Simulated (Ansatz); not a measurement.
# Molybdenum, diamond under revPBE: structure, energy and stiffness, part 2 of 2

The plan for molybdenum in the diamond structure: relax it, solve it on a dense k-mesh, then scale the cell to 7 volumes from 88 to 112 % of the relaxed one and try a fit of the equation of state. Spin polarisation is left out. The k-meshes are 10×10×10 for the relaxation; 16×16×16 for the dense run; 11×11×11 for the volumes.

Ansatz 0.2.0; DFT, revPBE, plane waves (420 eV) with PAW, scalar-relativistic. The steps go on from the part before.

## Step 4: Equation of state: 88 %

This is Mo in the diamond structure; at room conditions it is bcc.

Contents of input.yaml:

```yaml
crystal:
  lattice:
    - [0.0, 2.7395894597, 2.7395894597]
    - [2.7395894597, 0.0, 2.7395894597]
    - [2.7395894597, 2.7395894597, 0.0]
  atoms:
    - { symbol: Mo, position: [0.125, 0.125, 0.125] }
    - { symbol: Mo, position: [0.875, 0.875, 0.875] }
hamiltonian:
  xc: revpbe
  pseudopotentials:
    kind: paw
    azcp:
      Mo: "pseudopotentials/Mo.paw.azcp"
basis:
  ecutwfc: 420
  fft_grid_basis: typed
kpoints:
  mp_grid: { grid: [11, 11, 11], shift: [0, 0, 0] }
magnetization:
  spin_polarized: false
scf:
  occupations: { method: fermi_dirac, width: 0.1 }
  lower_state_search: "off"
output:
  stress: true
  write_density: true
  write_potential: true
  elf: true
  volumetric_format: npy
```

Command:

```sh
$ ansatz run input.yaml --threads 2 --pin off --max-ram 5120MiB --backend cpu --events-out ev --progress --plain --runs-dir out
```

Standard output, shortened:

```text
Warning: RAYON_NUM_THREADS=2 ignored (pool sized by the plan → 2); use --threads N
[...]
Pseudopotentials: kind: paw
Pseudopotential: Mo, paw, valence charge 14, recommended cutoff 420 eV (normal), <dir>
Functional definition: revPBE
[...]
Crystal: 2 atoms, lattice volume = 41.123 Å³
Basis set: ecut = 420 eV, 821 PW (Γ)
Bands: 18, of which v1, the nominal top of the filled ones, is band 14 counted from 1 (13 counted from 0)
Symmetry: 48 space group operations
Space group: Fd-3m (ITA 227), of the structure as read, at distance tolerance 3.5e-5 Å
k-points: 56 of 1331
[...]
SCF iter   1: F=—  HF=-9917.407233 eV  |F-HF|=—  |Δ(HF+E_count)|=         —  Δρ=7.10e-3  dr2=6.58e-3  ethr=1.77e-3  ⟨swp⟩=5.0  Hψ=4679  notcnv=0
[...]
SCF iter   6: F=-9917.410899 eV  HF=-9917.410899 eV  |F-HF|=1.10e-8  |Δ(HF+E_count)|=   9.90e-8  Δρ=4.64e-6  dr2=7.91e-9  ethr=3.57e-10  ⟨swp⟩=8.1  Hψ=6043  notcnv=0
[...]
SCF converged after 6 iterations
Free energy (F): -9917.410899 eV
[...]
E sigma→0 (E₀):  -9917.372254 eV
Entropy (-TS):   -0.077290 eV (-38.645 meV/atom)
Fermi energy:    14.764342 eV
[...]
--- Stress (GPa, compression-positive) ---
       16.817411       0.000000       0.000000
       -0.000000      16.817411      -0.000000
        0.000000      -0.000000      16.817411
  P = ⅓ Tr σ = 16.8174 GPa (168.174 kbar)
--- Band table (eV; the first three rows and the last of 56) ---
  k-point 0: bands = ["-45.8334", "-44.8423", "-20.3139", "-20.3139", "-20.3139", "-18.8574", "-18.8574", "-18.8574", "9.6503", "12.0820", "12.0820", "13.2445", "13.2445", "13.2445", "16.2053", "16.2053", "16.2053", "19.6892"]
[...]
```

Run time: 1.8 s. Hardware: 2 threads of Intel Xeon Platinum 8488C (Sapphire Rapids), shared host; peak memory 0.35 GiB.

Axes a, b and c in the maps are those of this run's conventional cell (a, b, c = 5.479, 5.479, 5.479 Å).

Density in a lattice plane of the grid's cell (edges 5.48 and 5.48 Å, at 0.125 of the third edge), which holds Mo.

Ten even steps from '0' (0.05 e/Å³) to '9' (6.55 e/Å³):
```
001110000000000000000000
000000000000000000000000
000000000000000000000000
000000000000001110000000
000000000000123332100000
000000000000257875200000
000000000001379997310000
000000000001379997310000
000000000000257875200000
000000000000123332100000
000000000000001110000000
000000000000000000000000
000000000000000000000000
001110000000000000000000
123332100000000000000000
257875200000000000000000
379997310000000000000001
379997310000000000000001
257875200000000000000000
123332100000000000000000
```
Columns run along the first of these edges and rows up along the second, over one cell in 24 and 20 even steps from the bottom left corner. Atoms in the plane (fractional): Mo at (0.12, 0.12), Mo at (0.62, 0.62).

ELF in the same plane.

Ten even steps from ' ' (0.11) to '@' (0.70):
```
::::------::::----::........::::::........::----
--::......::----::....::::::::::::::::::....::--
::::::::::::::::....::----::......::----::....::
....::::::........::----::::------::::----::....
................::::::::==**%%%%%%**==::::::::..
..          ....::::::--##@@@@@@@@@@##--::::::..
..          ....::....--%%@@##++##@@%%--....::..
..          ....::....--%%@@##++##@@%%--....::..
..          ....::::::--##@@@@@@@@@@##--::::::..
................::::::::==**%%%%%%**==::::::::..
....::::::........::----::::------::::----::....
::::::::::::::::....::----::......::----::....::
--::......::----::....::::::::::::::::::....::--
::::------::::----::........::::::........::----
==**%%%%%%**==::::::::..................::::::::
##@@@@@@@@@@##--::::::....          ....::::::--
%%@@##++##@@%%--....::....          ....::....--
%%@@##++##@@%%--....::....          ....::....--
##@@@@@@@@@@##--::::::....          ....::::::--
==**%%%%%%**==::::::::..................::::::::
```
Columns run along the first of these edges and rows up along the second, over one cell in 24 and 20 even steps from the bottom left corner. Atoms in the plane (fractional): Mo at (0.12, 0.12), Mo at (0.62, 0.62).

Both are smooth fields of the valence electrons: close to the nuclei they are not physical.

## Step 5: Equation of state: 92 %

input.yaml: that of step 4 with these lines changed.

```diff
@@ -2,5 +2,5 @@
   lattice:
-    - [0.0, 2.7395894597, 2.7395894597]
-    - [2.7395894597, 0.0, 2.7395894597]
-    - [2.7395894597, 2.7395894597, 0.0]
+    - [0.0, 2.7804848838, 2.7804848838]
+    - [2.7804848838, 0.0, 2.7804848838]
+    - [2.7804848838, 2.7804848838, 0.0]
   atoms:
```

Command:

```sh
$ ansatz run input.yaml --threads 2 --pin off --max-ram 5120MiB --backend cpu --events-out ev --progress --plain --runs-dir out
```

Standard output, shortened:

```text
Warning: RAYON_NUM_THREADS=2 ignored (pool sized by the plan → 2); use --threads N
[...]
Pseudopotentials: kind: paw
Pseudopotential: Mo, paw, valence charge 14, recommended cutoff 420 eV (normal), <dir>
Functional definition: revPBE
[...]
Crystal: 2 atoms, lattice volume = 42.992 Å³
Basis set: ecut = 420 eV, 869 PW (Γ)
Bands: 18, of which v1, the nominal top of the filled ones, is band 14 counted from 1 (13 counted from 0)
Symmetry: 48 space group operations
Space group: Fd-3m (ITA 227), of the structure as read, at distance tolerance 3.5e-5 Å
k-points: 56 of 1331
[...]
SCF iter   1: F=—  HF=-9917.563369 eV  |F-HF|=—  |Δ(HF+E_count)|=         —  Δρ=6.53e-3  dr2=5.96e-3  ethr=1.77e-3  ⟨swp⟩=5.0  Hψ=4679  notcnv=0
[...]
SCF iter   6: F=-9917.566034 eV  HF=-9917.566034 eV  |F-HF|=1.05e-8  |Δ(HF+E_count)|=   1.08e-7  Δρ=4.39e-6  dr2=7.36e-9  ethr=3.57e-10  ⟨swp⟩=8.2  Hψ=6064  notcnv=0
[...]
SCF converged after 6 iterations
Free energy (F): -9917.566034 eV
[...]
E sigma→0 (E₀):  -9917.524890 eV
Entropy (-TS):   -0.082288 eV (-41.144 meV/atom)
Fermi energy:    13.930890 eV
[...]
--- Stress (GPa, compression-positive) ---
       10.017764      -0.000000      -0.000000
       -0.000000      10.017764       0.000000
       -0.000000      -0.000000      10.017764
  P = ⅓ Tr σ = 10.0178 GPa (100.178 kbar)
--- Band table (eV; the first three rows and the last of 56) ---
  k-point 0: bands = ["-46.5932", "-45.7381", "-21.0422", "-21.0422", "-21.0422", "-19.7345", "-19.7345", "-19.7345", "8.9639", "11.4560", "11.4560", "12.4895", "12.4895", "12.4895", "15.3216", "15.3216", "15.3216", "18.6228"]
[...]
```

Run time: 2 s. Hardware: 2 threads of Intel Xeon Platinum 8488C (Sapphire Rapids), shared host; peak memory 0.35 GiB.

## Step 6: Equation of state: 96 %

input.yaml: that of step 5 with these lines changed.

```diff
@@ -2,5 +2,5 @@
   lattice:
-    - [0.0, 2.7804848838, 2.7804848838]
-    - [2.7804848838, 0.0, 2.7804848838]
-    - [2.7804848838, 2.7804848838, 0.0]
+    - [0.0, 2.8202114637, 2.8202114637]
+    - [2.8202114637, 0.0, 2.8202114637]
+    - [2.8202114637, 2.8202114637, 0.0]
   atoms:
@@ -26,5 +26 @@
   stress: true
-  write_density: true
-  write_potential: true
-  elf: true
-  volumetric_format: npy
```

Command:

```sh
$ ansatz run input.yaml --threads 2 --pin off --max-ram 5120MiB --backend cpu --events-out ev --progress --plain --runs-dir out
```

Standard output, shortened:

```text
Warning: RAYON_NUM_THREADS=2 ignored (pool sized by the plan → 2); use --threads N
[...]
Pseudopotentials: kind: paw
Pseudopotential: Mo, paw, valence charge 14, recommended cutoff 420 eV (normal), <dir>
Functional definition: revPBE
[...]
Crystal: 2 atoms, lattice volume = 44.862 Å³
Basis set: ecut = 420 eV, 893 PW (Γ)
Bands: 18, of which v1, the nominal top of the filled ones, is band 14 counted from 1 (13 counted from 0)
Symmetry: 48 space group operations
Space group: Fd-3m (ITA 227), of the structure as read, at distance tolerance 3.6e-5 Å
k-points: 56 of 1331
[...]
SCF iter   1: F=—  HF=-9917.647356 eV  |F-HF|=—  |Δ(HF+E_count)|=         —  Δρ=5.95e-3  dr2=5.20e-3  ethr=1.77e-3  ⟨swp⟩=5.0  Hψ=4584  notcnv=0
[...]
SCF iter   6: F=-9917.649664 eV  HF=-9917.649664 eV  |F-HF|=1.14e-8  |Δ(HF+E_count)|=   1.13e-7  Δρ=4.66e-6  dr2=9.50e-9  ethr=3.57e-10  ⟨swp⟩=4.0  Hψ=3215  notcnv=0
[...]
SCF converged after 6 iterations
Free energy (F): -9917.649664 eV
[...]
E sigma→0 (E₀):  -9917.605783 eV
Entropy (-TS):   -0.087761 eV (-43.881 meV/atom)
Fermi energy:    13.166288 eV
[...]
--- Stress (GPa, compression-positive) ---
        4.509724      -0.000000       0.000000
        0.000000       4.509724       0.000000
        0.000000       0.000000       4.509724
  P = ⅓ Tr σ = 4.5097 GPa (45.097 kbar)
```

It took 1.2 s on 2 threads of Intel Xeon Platinum 8488C (Sapphire Rapids), shared host; peak memory 0.35 GiB.

## Step 7: Equation of state: 100 %

input.yaml: that of step 6 with these lines changed.

```diff
@@ -2,5 +2,5 @@
   lattice:
-    - [0.0, 2.8202114637, 2.8202114637]
-    - [2.8202114637, 0.0, 2.8202114637]
-    - [2.8202114637, 2.8202114637, 0.0]
+    - [0.0, 2.8588492987, 2.8588492987]
+    - [2.8588492987, 0.0, 2.8588492987]
+    - [2.8588492987, 2.8588492987, 0.0]
   atoms:
```

Command:

```sh
$ ansatz run input.yaml --threads 2 --pin off --max-ram 5120MiB --backend cpu --events-out ev --progress --plain --runs-dir out
```

Standard output, shortened:

```text
Warning: RAYON_NUM_THREADS=2 ignored (pool sized by the plan → 2); use --threads N
[...]
Pseudopotentials: kind: paw
Pseudopotential: Mo, paw, valence charge 14, recommended cutoff 420 eV (normal), <dir>
Functional definition: revPBE
[...]
Crystal: 2 atoms, lattice volume = 46.731 Å³
Basis set: ecut = 420 eV, 941 PW (Γ)
Bands: 18, of which v1, the nominal top of the filled ones, is band 14 counted from 1 (13 counted from 0)
Symmetry: 48 space group operations
Space group: Fd-3m (ITA 227), of the structure as read, at distance tolerance 3.6e-5 Å
k-points: 56 of 1331
[...]
SCF iter   1: F=—  HF=-9917.673121 eV  |F-HF|=—  |Δ(HF+E_count)|=         —  Δρ=5.32e-3  dr2=4.27e-3  ethr=1.77e-3  ⟨swp⟩=5.1  Hψ=4603  notcnv=0
[...]
SCF iter   6: F=-9917.675221 eV  HF=-9917.675221 eV  |F-HF|=8.59e-9  |Δ(HF+E_count)|=   9.73e-8  Δρ=4.48e-6  dr2=1.03e-8  ethr=3.57e-10  ⟨swp⟩=4.0  Hψ=3215  notcnv=0
[...]
SCF converged after 6 iterations
Free energy (F): -9917.675221 eV
[...]
E sigma→0 (E₀):  -9917.628694 eV
Entropy (-TS):   -0.093053 eV (-46.527 meV/atom)
Fermi energy:    12.462069 eV
[...]
--- Stress (GPa, compression-positive) ---
        0.021955       0.000000      -0.000000
        0.000000       0.021955      -0.000000
       -0.000000      -0.000000       0.021955
  P = ⅓ Tr σ = 0.0220 GPa (0.220 kbar)
```

Run time: 1.3 s. Hardware: 2 threads of Intel Xeon Platinum 8488C (Sapphire Rapids), shared host; peak memory 0.35 GiB.

## Step 8: Equation of state: 104 %

input.yaml: that of step 7 with these lines changed.

```diff
@@ -2,5 +2,5 @@
   lattice:
-    - [0.0, 2.8588492987, 2.8588492987]
-    - [2.8588492987, 0.0, 2.8588492987]
-    - [2.8588492987, 2.8588492987, 0.0]
+    - [0.0, 2.8964700511, 2.8964700511]
+    - [2.8964700511, 0.0, 2.8964700511]
+    - [2.8964700511, 2.8964700511, 0.0]
   atoms:
@@ -26 +26,5 @@
   stress: true
+  write_density: true
+  write_potential: true
+  elf: true
+  volumetric_format: npy
```

Command:

```sh
$ ansatz run input.yaml --threads 2 --pin off --max-ram 5120MiB --backend cpu --events-out ev --progress --plain --runs-dir out
```

Standard output, shortened:

```text
Warning: RAYON_NUM_THREADS=2 ignored (pool sized by the plan → 2); use --threads N
[...]
Pseudopotentials: kind: paw
Pseudopotential: Mo, paw, valence charge 14, recommended cutoff 420 eV (normal), <dir>
Functional definition: revPBE
[...]
Crystal: 2 atoms, lattice volume = 48.600 Å³
Basis set: ecut = 420 eV, 941 PW (Γ)
Bands: 18, of which v1, the nominal top of the filled ones, is band 14 counted from 1 (13 counted from 0)
Symmetry: 48 space group operations
Space group: Fd-3m (ITA 227), of the structure as read, at distance tolerance 3.6e-5 Å
k-points: 56 of 1331
[...]
SCF iter   1: F=—  HF=-9917.651107 eV  |F-HF|=—  |Δ(HF+E_count)|=         —  Δρ=4.69e-3  dr2=3.37e-3  ethr=1.77e-3  ⟨swp⟩=5.0  Hψ=4557  notcnv=0
[...]
SCF iter   6: F=-9917.653343 eV  HF=-9917.653343 eV  |F-HF|=1.23e-9  |Δ(HF+E_count)|=   6.58e-8  Δρ=4.33e-6  dr2=1.40e-8  ethr=3.57e-10  ⟨swp⟩=7.9  Hψ=5986  notcnv=0
[...]
SCF converged after 6 iterations
Free energy (F): -9917.653343 eV
[...]
E sigma→0 (E₀):  -9917.604285 eV
Entropy (-TS):   -0.098117 eV (-49.059 meV/atom)
Fermi energy:    11.811946 eV
[...]
--- Stress (GPa, compression-positive) ---
       -3.651559       0.000000       0.000000
        0.000000      -3.651559       0.000000
        0.000000       0.000000      -3.651559
  P = ⅓ Tr σ = -3.6516 GPa (-36.516 kbar)
--- Band table (eV; the first three rows and the last of 56) ---
  k-point 0: bands = ["-48.5923", "-48.0309", "-22.9535", "-22.9535", "-22.9535", "-21.9947", "-21.9947", "-21.9947", "7.2368", "9.8383", "9.8383", "10.5681", "10.5681", "10.5681", "13.0802", "13.0802", "13.0802", "15.8986"]
[...]
```

Run time: 1.9 s. Hardware: 2 threads of Intel Xeon Platinum 8488C (Sapphire Rapids), shared host; peak memory 0.36 GiB.

## Step 9: Equation of state: 108 %

input.yaml: that of step 8 with these lines changed.

```diff
@@ -2,5 +2,5 @@
   lattice:
-    - [0.0, 2.8964700511, 2.8964700511]
-    - [2.8964700511, 0.0, 2.8964700511]
-    - [2.8964700511, 2.8964700511, 0.0]
+    - [0.0, 2.9331381216, 2.9331381216]
+    - [2.9331381216, 0.0, 2.9331381216]
+    - [2.9331381216, 2.9331381216, 0.0]
   atoms:
@@ -26,5 +26 @@
   stress: true
-  write_density: true
-  write_potential: true
-  elf: true
-  volumetric_format: npy
```

Command:

```sh
$ ansatz run input.yaml --threads 2 --pin off --max-ram 5120MiB --backend cpu --events-out ev --progress --plain --runs-dir out
```

Standard output, shortened:

```text
Warning: RAYON_NUM_THREADS=2 ignored (pool sized by the plan → 2); use --threads N
[...]
Pseudopotentials: kind: paw
Pseudopotential: Mo, paw, valence charge 14, recommended cutoff 420 eV (normal), <dir>
Functional definition: revPBE
[...]
Crystal: 2 atoms, lattice volume = 50.469 Å³
Basis set: ecut = 420 eV, 965 PW (Γ)
Bands: 18, of which v1, the nominal top of the filled ones, is band 14 counted from 1 (13 counted from 0)
Symmetry: 48 space group operations
Space group: Fd-3m (ITA 227), of the structure as read, at distance tolerance 3.7e-5 Å
k-points: 56 of 1331
[...]
SCF iter   1: F=—  HF=-9917.590051 eV  |F-HF|=—  |Δ(HF+E_count)|=         —  Δρ=4.09e-3  dr2=2.58e-3  ethr=1.77e-3  ⟨swp⟩=5.0  Hψ=4491  notcnv=0
[...]
SCF iter   6: F=-9917.592604 eV  HF=-9917.592604 eV  |F-HF|=5.31e-9  |Δ(HF+E_count)|=   3.27e-8  Δρ=4.59e-6  dr2=1.36e-8  ethr=3.57e-10  ⟨swp⟩=4.0  Hψ=3193  notcnv=0
[...]
SCF converged after 6 iterations
Free energy (F): -9917.592604 eV
[...]
E sigma→0 (E₀):  -9917.541106 eV
Entropy (-TS):   -0.102995 eV (-51.497 meV/atom)
Fermi energy:    11.210537 eV
[...]
--- Stress (GPa, compression-positive) ---
       -6.662108       0.000000      -0.000000
        0.000000      -6.662108      -0.000000
       -0.000000      -0.000000      -6.662108
  P = ⅓ Tr σ = -6.6621 GPa (-66.621 kbar)
```

It took 1.4 s on 2 threads of Intel Xeon Platinum 8488C (Sapphire Rapids), shared host; peak memory 0.35 GiB.

## Step 10: Equation of state: 112 %

input.yaml: that of step 9 with these lines changed.

```diff
@@ -2,5 +2,5 @@
   lattice:
-    - [0.0, 2.9331381216, 2.9331381216]
-    - [2.9331381216, 0.0, 2.9331381216]
-    - [2.9331381216, 2.9331381216, 0.0]
+    - [0.0, 2.9689116243, 2.9689116243]
+    - [2.9689116243, 0.0, 2.9689116243]
+    - [2.9689116243, 2.9689116243, 0.0]
   atoms:
```

Command:

```sh
$ ansatz run input.yaml --threads 2 --pin off --max-ram 5120MiB --backend cpu --events-out ev --progress --plain --runs-dir out
```

Standard output, shortened:

```text
Warning: RAYON_NUM_THREADS=2 ignored (pool sized by the plan → 2); use --threads N
[...]
Pseudopotentials: kind: paw
Pseudopotential: Mo, paw, valence charge 14, recommended cutoff 420 eV (normal), <dir>
Functional definition: revPBE
[...]
Crystal: 2 atoms, lattice volume = 52.339 Å³
Basis set: ecut = 420 eV, 965 PW (Γ)
Bands: 18, of which v1, the nominal top of the filled ones, is band 14 counted from 1 (13 counted from 0)
Symmetry: 48 space group operations
Space group: Fd-3m (ITA 227), of the structure as read, at distance tolerance 3.7e-5 Å
k-points: 56 of 1331
[...]
SCF iter   1: F=—  HF=-9917.497175 eV  |F-HF|=—  |Δ(HF+E_count)|=         —  Δρ=3.51e-3  dr2=1.98e-3  ethr=1.77e-3  ⟨swp⟩=5.0  Hψ=4446  notcnv=0
[...]
SCF iter   6: F=-9917.500012 eV  HF=-9917.500012 eV  |F-HF|=3.77e-9  |Δ(HF+E_count)|=   6.10e-8  Δρ=6.29e-6  dr2=1.43e-8  ethr=2.11e-10  ⟨swp⟩=2.0  Hψ=3336  notcnv=0
[...]
SCF converged after 6 iterations
Free energy (F): -9917.500012 eV
[...]
E sigma→0 (E₀):  -9917.446214 eV
Entropy (-TS):   -0.107596 eV (-53.798 meV/atom)
Fermi energy:    10.653037 eV
[...]
--- Stress (GPa, compression-positive) ---
       -9.128138      -0.000000      -0.000000
        0.000000      -9.128138       0.000000
        0.000000       0.000000      -9.128138
  P = ⅓ Tr σ = -9.1281 GPa (-91.281 kbar)
```

Run time: 1.5 s. Hardware: 2 threads of Intel Xeon Platinum 8488C (Sapphire Rapids), shared host; peak memory 0.36 GiB.

## Step 11: Energy and pressure against volume

The cell was scaled evenly, with its shape and the fractional positions fixed.

```
V (Å³/atom)  E − E₀ (meV/atom)  P from the stress (GPa)  P from the fit (GPa)
     20.562              128.3                    16.82                 16.59
     21.496               52.0                    10.02                  9.80
     22.431               11.5                     4.51                  4.28
     23.365                0.1                     0.02                 -0.21
     24.300               12.3                    -3.65                 -3.87
     25.235               43.8                    -6.66                 -6.86
     26.169               91.3                    -9.13                 -9.31
```

A third-order Birch-Murnaghan fit gives V₀ = 23.318 Å³/atom, B₀ = 102 GPa and B₀′ = 4.1; it misses no point by more than 0.04 meV/atom.

The fit is made to E(σ → 0), while the stress belongs to the free energy F; that is one source of the offset between the two pressures.

## Step 12: What came out

What follows sums up all 2 parts.

```
                      quantity                         value
space group (spins left aside)               Fd-3m (No. 227)
             conventional cell                   a = 5.718 Å
                        volume                23.365 Å³/atom
             shortest distance                       2.476 Å
               gap on the mesh  none (levels filled in part)
               relative to bcc                +2196 meV/atom
                   V₀, B₀, B₀′  23.318 Å³/atom, 102 GPa, 4.1
```

What this shows: The relaxation enlarged the cell by 11.0 % in volume. Against the reference form of molybdenum (bcc, computed apart with the same settings) it stands 2196 meV/atom higher. Levels at the Fermi energy are filled in part, as in a metal. The fitted modulus is 102 GPa. The symmetry was held, so the structure may be unstable against distortions that break it.
